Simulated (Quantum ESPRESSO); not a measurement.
# CsPbCl3 in Quantum ESPRESSO: convergence with density cutoff

Crystal: CsPbCl3.

```
Pb Cs Cl
1.0
     5.60500    0.00000    0.00000
     0.00000    5.60500    0.00000
     0.00000    0.00000    5.60500
Pb Cs Cl
1 1 3
Direct
  0.50152 0.50156 0.50004
  0.99912 0.00101 0.00100
  0.50249 0.99908 0.49689
  0.00017 0.50059 0.49655
  0.50106 0.50470 0.00087
```

The cell isn't the ideal one: atoms moved at random, drawn with an rms of 0.02 Å.

* Program: Quantum ESPRESSO 7.5
* Task: single point
* Functional: PBEsol
* Potentials or basis: GBRV 1.5 PBEsol
* Cutoff: 612 eV
* Density cutoff: 2449 eV
* k mesh: 4 × 4 × 4
* Occupations: cold, width 0.1 eV
* Spin: no spin polarisation

These are the settings of the first run; the series varies density cutoff, with any setting tied to it.

Hardware: 1 thread of Intel(R) Xeon(R) 6975P-C (Granite Rapids), on a shared host.

```csv
density cutoff,"energy less the tightest run, at zero smearing (meV/atom)",SCF cycles,CPU time (s),peak memory (GiB)
180 Ry,-0.21,9,72,0.31
225 Ry,-0.12,9,78,0.38
270 Ry,-0.03,9,82,0.46
315 Ry,-0.01,9,88,0.54
360 Ry,-0.01,9,93,0.62
450 Ry,0.00,9,100,0.77
540 Ry,0.00,9,120,0.96
720 Ry,0.00,9,160,1.4
```

Against the tightest run, the energy stays within 1 meV/atom from 180 Ry on. The tightest run that finished is the yardstick and may itself not be fully converged.

Caveat, for the tightest run too: this smearing can shift energies of a crystal with a gap.
